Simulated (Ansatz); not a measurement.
**NbC (Fm-3m): equation of state with a fit in Python**

Where is the equilibrium volume of NbC (Fm-3m), and how stiff is it? Aim: an equation of state with a fit, for NbC (Fm-3m), run from a script.

All numbers are computed with Ansatz 0.2.0, driven from Python. Level of theory: DFT PBE, plane waves, PAW.

## Step 1: The structure

It takes space group Fm-3m (No. 225, cubic). The conventional cell has a = 4.469 Å, b = 4.469 Å, c = 4.469 Å, α = 90.00°, β = 90.00°, γ = 90.00°. Around Nb (site symmetry m-3m) lie 6 C at 2.23 Å. C (site symmetry m-3m) is surrounded by 6 Nb at 2.23 Å.

The script holds or builds the structure itself.

## Step 2: The code

The input, nbc_eos.py:

```python
"""Bulk modulus of NbC from an E(V) curve."""

import ansatz as az
import numpy as np
from pymatgen.analysis.eos import EOS

FUNCTIONAL = "pbe"
CUTOFF_EV = 550
FILLING = "fermi_dirac"
KMESH = (10, 10, 10)

vectors0 = np.array([
    [0.0, 2.23455, 2.23455],
    [2.23455, 0.0, 2.23455],
    [2.23455, 2.23455, 0.0],
])
sites = [
    ("Nb", [0.0, 0.0, 0.0]),
    ("C", [0.5, 0.5, 0.5]),
]


def on_lattice(cell):
    crystal = az.Crystal(lattice=az.Lattice.of(cell))
    for symbol, position in sites:
        crystal = crystal.atom(symbol, position)
    return crystal

# scale the volume, keep shape and fractions
volumes, energies, pressures = [], [], []
for scale in np.linspace(0.92, 1.08, 7):
    cell = vectors0 * scale ** (1 / 3)
    setup = (
        on_lattice(cell).calculation()
        .functional(FUNCTIONAL)
        .basis(CUTOFF_EV)
        .occupations(FILLING)
        .kpoints(*KMESH)
        .stress()
    )
    data = setup.run().report
    volumes.append(abs(np.linalg.det(cell)) / len(sites))
    energies.append(data["free_energy_ev"] / len(sites))
    pressures.append(np.trace(data["stress_gpa"]) / 3)
    print(f"V = {volumes[-1]:8.4f} A^3/atom  F = {energies[-1]:.5f} eV/atom  P = {pressures[-1]:8.3f} GPa")

for form in ["birch_murnaghan", "vinet"]:
    fit = EOS(eos_name=form).fit(volumes, energies)
    print(f"{form:18s} V0 {fit.v0:8.4f} A^3/atom  B0 {fit.b0_GPa:7.1f} GPa  B1 {fit.b1:5.2f}")
```

## Step 3: What the engine is handed

The package turns the script's settings into the engine's input (first run):

```yaml
crystal:
  lattice:
    - [0.0, 2.173298361627345, 2.173298361627345]
    - [2.173298361627345, 0.0, 2.173298361627345]
    - [2.173298361627345, 2.173298361627345, 0.0]
  atoms:
    - { symbol: Nb, position: [0.0, 0.0, 0.0] }
    - { symbol: C, position: [0.5, 0.5, 0.5] }
basis:
  ecutwfc: 550.0
kpoints:
  mp_grid:
    grid: [10, 10, 10]
hamiltonian:
  xc: pbe
scf:
  occupations:
    method: fermi_dirac
output:
  stress: true
```

## Step 4: Running it

Command:

```console
> python nbc_eos.py
```

**Question.** Where does the minimum lie against the volume typed, and how stiff is the crystal?

As calculated:

```
                      quantity           value
                 runs compared               7
               range of energy  98.66 meV/atom
lowest point, volume (Å³/atom)          11.158
      equilibrium volume (fit)   11.28 Å³/atom
            bulk modulus (fit)         300 GPa
```

**Reading.** A third-order Birch-Murnaghan fit through the 7 points has its minimum at 11.28 Å³ an atom, 1.1 % above the typed cell, with a bulk modulus of 300 GPa and dB/dP = 4.2. From that minimum the energy rises by 99.8 meV an atom on the compressed side and 44.4 meV on the expanded side. For a metal this k-point mesh is coarse: on a finer one energies can move by several to tens of meV an atom and pressures by half a GPa or more, differences at one mesh by less. Pressure is positive in compression.
